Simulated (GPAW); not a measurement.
# SnSe2 in GPAW: the effect of functional

The system is SnSe2.

```
Sn Se
1.0
     3.81100    0.00000    0.00000
    -1.90550    3.30042    0.00000
     0.00000    0.00000    6.13600
Sn Se
1 2
Direct
  0.00000 0.00000 0.00000
  0.66667 0.33333 0.75100
  0.33333 0.66667 0.24900
```

Alike in all runs:

```yaml
Program: GPAW 26.7.0
Task: dielectric tensor
Cutoff: 500 eV
Basis: pw
k_mesh: 7 × 7 × 4
Occupations: fermi-dirac, width 0.001 eV
Spin: no spin polarisation
```

```csv
functional,potentials or basis,dielectric constant (mean)
LDA,the program's PAW data sets (release 1.2.1) made for this functional,?
AM05,PAW data sets generated in the run's folder for this functional,9.76
PBEsol,PAW data sets generated in the run's folder for this functional,10.10
PBE,GPAW PAW data sets (gpaw-data 1.2.1),9.57
RPBE,the program's PAW data sets (release 1.2.1) made for this functional,9.04
GLLB-SC,the program's PAW data sets (release 1.2.1) made for this functional,8.19
```

Problem. What does the run with functional LDA give?

Solution. Dielectric constant 10.66 mean.

Caveats: the long-wavelength limit can be off by a per cent or two; a model potential gives levels but no total energy (some runs); response on these states lacks terms of the Hamiltonian (some runs).
